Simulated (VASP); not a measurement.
The system is Cs.

```
CELL_PARAMETERS angstrom
0.00000 2.99200 2.99200
2.99200 0.00000 2.99200
2.99200 2.99200 0.00000
ATOMIC_POSITIONS crystal
Cs 0.00000 0.00000 0.00000
```

This isn't the form of Cs at room conditions, which is bcc.

```yaml
Program: VASP 6.6.1
Task: relaxation of cell and atoms
Functional: PBE
Potentials_or_basis: VASP PAW PBE potentials, release 64 (Cs_sv)
Cutoff: 520 eV
k_mesh: 13 × 13 × 13
Occupations: gaussian, width 0.1 eV
Spin: no spin polarisation
```

At the start: pressure 4.5 GPa; volume 53.57 Å³/atom.

How do energy, volume and symmetry change on relaxing?

Over 5 steps the energy falls by 545.3 meV/atom and the volume is 115.76 Å³/atom (+116.1 %); space group Fm-3m (No. 225, to 0.05 Å).

The path:
```tsv
step	energy change (eV)	largest force (eV/Å)	pressure (GPa)	volume (Å³)
1	0.0000	0.0000	4.50	53.57
2	-0.2633	0.0000	2.53	66.10
3	-0.5317	0.0000	0.33	101.47
4	-0.5445	0.0000	0.07	112.09
5	-0.5453	0.0000	0.00	115.76
```

Final structure:
```
Cs
1.0
     0.00000    3.86821    3.86821
     3.86821    0.00000    3.86821
     3.86821    3.86821    0.00000
Cs
1
Direct
  0.00000 0.00000 0.00000
```

Caveat: the volume moved by over 15 % at a fixed basis, so the end points are rough; the volume moved by +116 % from the deposited cell, more than functionals usually miss.
